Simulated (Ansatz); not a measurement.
## Nudged elastic band run: Si₈O₁₅

The input (input.yaml):

```yaml
crystal:
  lattice:
    - [0.0, 5.0462, 4.4946]
    - [4.097, 0.0, 4.4946]
    - [4.097, 5.0462, 0.0]
  atoms:
    - { symbol: Si, position: [0.20058538, 0.05151842, 0.94948309] }
    - { symbol: Si, position: [0.28619269, 0.44823819, 0.06281563] }
    - { symbol: Si, position: [0.80208029, 0.94942212, 0.04713149] }
    - { symbol: Si, position: [0.20770596, 0.04500493, 0.44809233] }
    - { symbol: O, position: [0.3985868, 0.51904149, 0.21748515] }
    - { symbol: O, position: [0.26570357, 0.15709989, 0.6115532] }
    - { symbol: O, position: [0.36951671, 0.71372731, 0.51520301] }
    - { symbol: O, position: [0.46722813, 0.11261719, 0.15191681] }
    - { symbol: O, position: [0.09625388, 0.99322789, 0.28363026] }
    - { symbol: O, position: [0.23153667, 0.34739518, 0.88433723] }
    - { symbol: O, position: [0.13403033, 0.78802507, 0.98224563] }
    - { symbol: Si, position: [0.71647176, 0.54032842, 0.44803559] }
    - { symbol: Si, position: [0.79945058, 0.95227999, 0.54825598] }
    - { symbol: Si, position: [0.30004881, 0.45431008, 0.54787914] }
    - { symbol: Si, position: [0.69898951, 0.54838291, 0.94907831] }
    - { symbol: O, position: [0.90581275, 0.01850199, 0.71063714] }
    - { symbol: O, position: [0.77060383, 0.65131394, 0.11131935] }
    - { symbol: O, position: [0.86521645, 0.21500268, 0.01633693] }
    - { symbol: O, position: [0.96501168, 0.61535642, 0.64741048] }
    - { symbol: O, position: [0.59412395, 0.481974, 0.78968198] }
    - { symbol: O, position: [0.73646023, 0.84635009, 0.38283144] }
    - { symbol: O, position: [0.63628427, 0.28402073, 0.48187951] }
    - { symbol: O, position: [0.53518228, 0.88595127, 0.84583011] }
basis:
  ecutwfc: 420.0
kpoints:
  mp_grid: { grid: [2, 2, 2] }
hamiltonian:
  xc: pbe
  dispersion: d3bj
  pseudopotentials: { kind: paw, azcp: { folder: soft_1 } }
scf:
  occupations: { method: gaussian, width: 0.02 }
  lower_state_search: "off"
  max_iter: 55
neb:
  images: 4
  f_tol: 0.05
  max_iterations: 50
  order_check: false
  climbing: false
  final_atoms:
    - { symbol: Si, position: [0.20063817, 0.04597557, 0.95101822] }
    - { symbol: Si, position: [0.29319748, 0.45439425, 0.05144181] }
    - { symbol: Si, position: [0.78527168, 0.95931099, 0.0506191] }
    - { symbol: Si, position: [0.2143016, 0.05238732, 0.43597433] }
    - { symbol: O, position: [0.40434667, 0.50726094, 0.21545378] }
    - { symbol: O, position: [0.26901224, 0.15301459, 0.61462359] }
    - { symbol: O, position: [0.36647089, 0.712479, 0.51674108] }
    - { symbol: O, position: [0.03294568, 0.38790909, 0.34742992] }
    - { symbol: O, position: [0.10184212, 0.98146734, 0.28154393] }
    - { symbol: O, position: [0.23476344, 0.34325574, 0.88753438] }
    - { symbol: O, position: [0.13116662, 0.78639806, 0.98387892] }
    - { symbol: Si, position: [0.69829412, 0.55103931, 0.45205837] }
    - { symbol: Si, position: [0.80154984, 0.95200273, 0.54992607] }
    - { symbol: Si, position: [0.29989983, 0.44895765, 0.54963558] }
    - { symbol: Si, position: [0.70108624, 0.54802109, 0.95074109] }
    - { symbol: O, position: [0.9064571, 0.0183449, 0.70939866] }
    - { symbol: O, position: [0.76398416, 0.65403078, 0.11628007] }
    - { symbol: O, position: [0.86428026, 0.21623263, 0.01718357] }
    - { symbol: O, position: [0.96531939, 0.61449066, 0.65320568] }
    - { symbol: O, position: [0.59477333, 0.48177875, 0.7884961] }
    - { symbol: O, position: [0.72979136, 0.84914456, 0.38771778] }
    - { symbol: O, position: [0.63527709, 0.28539639, 0.48280125] }
    - { symbol: O, position: [0.53558067, 0.88505764, 0.85154674] }
```

Run as:

```bash
$ ansatz run input.yaml --threads 1 --pin off --max-ram 3072MiB --backend cpu --events-out ev --progress --plain --runs-dir out
```

Output, in part (warnings, iteration lines):

```
NEB end point (image 0): max|allowed force component| = 1.944e-2 eV/Å (the criterion of neb.relax_end_points is 1.000e-2)
NEB end point (image 5): max|allowed force component| = 2.565e-2 eV/Å (the criterion of neb.relax_end_points is 1.000e-2)
NEB iter   1: max|band force component| = 1.905e1 eV/Å  barrier→ = 8.0353 eV  barrier← = 8.0350 eV  Δτ_max = 0.0981 Å  (58 SCF iters)
NEB iter   2: max|band force component| = 8.678e0 eV/Å  barrier→ = 5.0968 eV  barrier← = 5.0965 eV  Δτ_max = 0.0872 Å  (33 SCF iters)
NEB iter   3: max|band force component| = 2.667e0 eV/Å  barrier→ = 3.9015 eV  barrier← = 3.9012 eV  Δτ_max = 0.0444 Å  (30 SCF iters)
NEB iter   4: max|band force component| = 6.348e-1 eV/Å  barrier→ = 3.6556 eV  barrier← = 3.6553 eV  Δτ_max = 0.0266 Å  (30 SCF iters)
NEB iter   5: max|band force component| = 2.395e-1 eV/Å  barrier→ = 3.6110 eV  barrier← = 3.6108 eV  Δτ_max = 0.0150 Å  (27 SCF iters)
NEB iter   6: max|band force component| = 1.409e-1 eV/Å  barrier→ = 3.6018 eV  barrier← = 3.6015 eV  Δτ_max = 0.0097 Å  (24 SCF iters)
NEB iter   7: max|band force component| = 7.745e-2 eV/Å  barrier→ = 3.5986 eV  barrier← = 3.5983 eV  Δτ_max = 0.0052 Å  (22 SCF iters)
NEB iter   8: max|band force component| = 7.680e-2 eV/Å  barrier→ = 3.5977 eV  barrier← = 3.5974 eV  Δτ_max = 0.0036 Å  (21 SCF iters)
NEB iter   9: max|band force component| = 2.375e-1 eV/Å  barrier→ = 3.5980 eV  barrier← = 3.5977 eV  Δτ_max = 0.0018 Å  (22 SCF iters)
NEB iter  10: max|band force component| = 4.740e-2 eV/Å  barrier→ = 3.5976 eV  barrier← = 3.5973 eV  Δτ_max = 0.0000 Å  (20 SCF iters)
```

The forces met the threshold. Neighbouring images differ by up to 2.5 eV, so the band resolves the path poorly. No image climbed, so the highest image needn't sit at the top of the path. Limits of this set-up: coarse k mesh.

Final band (atoms are numbered from 1 in the order of the input):

| image | path coordinate (Å) | energy (eV) | Si3–O8 (Å) | O8–Si12 (Å) |
| --- | --- | --- | --- | --- |
| 0 | 0.00 | 0.00 | 1.77 | 3.31 |
| 1 | 0.54 | 1.10 | 2.18 | 3.44 |
| 2 | 1.08 | 3.60 | 2.67 | 2.99 |
| 3 | 1.62 | 3.58 | 3.00 | 2.66 |
| 4 | 2.16 | 1.08 | 3.45 | 2.17 |
| 5 | 2.69 | 0.00 | 3.31 | 1.77 |

Run time: 98 s on 1 thread of AMD EPYC 9R45 96-Core Processor (Zen 5) (shared host), peak memory 0.74 GiB.
